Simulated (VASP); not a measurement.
Wanted: the native input for a VASP 6.6.1 run.

* Task: single point
* Functional: r2SCAN
* Potentials or basis: VASP PAW PBE potentials, release 64 (Mg, Si)
* Cutoff: 520 eV
* k mesh: 18 × 18 × 14
* Occupations: gaussian, width 0.15 eV
* Spin: no spin polarisation
* Dipole correction: no
* Further INCAR settings: ALGO = Normal; EDIFF = 1e-06; NBANDS = 10

Crystal: MgSi.

```
CELL_PARAMETERS angstrom
2.90839 0.00000 0.00000
0.00000 2.90839 0.00000
0.00000 0.00000 4.10343
ATOMIC_POSITIONS crystal
Mg 0.00000 0.00000 0.00000
Si 0.50000 0.50000 0.50000
```

The cell comes from a database or a generator and needn't be the stable form of this composition.

These files were run (other wordings do the same):

POSCAR

```
MgSi
1.0
    2.9083940000      0.0000000000      0.0000000000
    0.0000000000      2.9083940000      0.0000000000
    0.0000000000      0.0000000000      4.1034270000
Mg Si
1 1
Direct
    0.0000000000      0.0000000000      0.0000000000
    0.5000000000      0.5000000000      0.5000000000
```

INCAR.step1

```
SYSTEM = MgSi
PREC = Accurate
ENCUT = 520
ISMEAR = 0
SIGMA = 0.15
LREAL = .False.
LASPH = .True.
NELM = 100
NBANDS = 10
GGA = PE
ALGO = Normal
EDIFF = 1E-4
LWAVE = .True.
LCHARG = .False.
```

INCAR.step2

```
SYSTEM = MgSi
PREC = Accurate
ENCUT = 520
EDIFF = 1E-6
ISMEAR = 0
SIGMA = 0.15
LREAL = .False.
LASPH = .True.
NELM = 100
ALGO = Normal
ISIF = 2
LWAVE = .False.
LCHARG = .False.
METAGGA = R2SCAN
LMIXTAU = .True.
NBANDS = 10
ISTART = 1
```

KPOINTS

```
regular mesh
0
Gamma
  18 18 14
  0 0 0
```

Potentials or basis: VASP PAW PBE potentials, release 64 (Mg, Si).

Launch:

```console
$ cat potpaw_PBE.64/Mg/POTCAR potpaw_PBE.64/Si/POTCAR > POTCAR
$ cp INCAR.step1 INCAR
$ mpirun -np 1 vasp_std > vasp.out
$ cp INCAR.step2 INCAR
$ mpirun -np 1 vasp_std > vasp.out
```

It gave:

The pressure is -1.6 GPa and the band gap on the k mesh is none (metal or under the smearing width).

Caveat: the PAW data sets were made with another functional, which shifts forces and pressure a little.

Run time: 110 s on 1 thread of Intel(R) Xeon(R) 6975P-C (Granite Rapids), on a shared host, peak memory 0.29 GiB.
